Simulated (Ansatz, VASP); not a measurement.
Te2Mo: VASP beside Ansatz

```
CELL_PARAMETERS angstrom
3.56039 0.00000 0.00000
-1.78020 3.08339 0.00000
0.00000 0.00000 24.81126
ATOMIC_POSITIONS crystal
Te 0.33333 0.66667 0.22364
Te 0.66667 0.33333 0.92063
Te 0.66667 0.33333 0.77636
Te 0.33333 0.66667 0.07937
Mo 0.66667 0.33333 0.15154
Mo 0.33333 0.66667 0.84846
```

Alike in both runs: task single point; functional LDA; k mesh 8 × 8 × 1; occupations gaussian, width 0.1 eV; no spin polarisation.

```csv
,VASP,Ansatz
version,VASP 6.6.1,Ansatz 0.2.0
potentials or method,"VASP PAW LDA potentials, release 64 (Te, Mo_sv)","scalar-relativistic, plane waves, PAW"
plane-wave cutoff (eV),520,600
valence electrons in the cell,52,92
```

Ansatz gave:

| Property | Result |
| --- | --- |
| rms of the force components (eV/Å) | 0.172 |

**Question.** Which values does VASP return?

**Answer.** rms of the force components (eV/Å): 0.148.

Atom by atom the forces differ by 0.025 eV/Å (rms over components). The two sets of potentials don't hold the same shells in valence.

Caveats: spin-orbit coupling is left out, which moves the levels of the heavy elements. As with any semilocal functional, this LDA gap is likely too small.
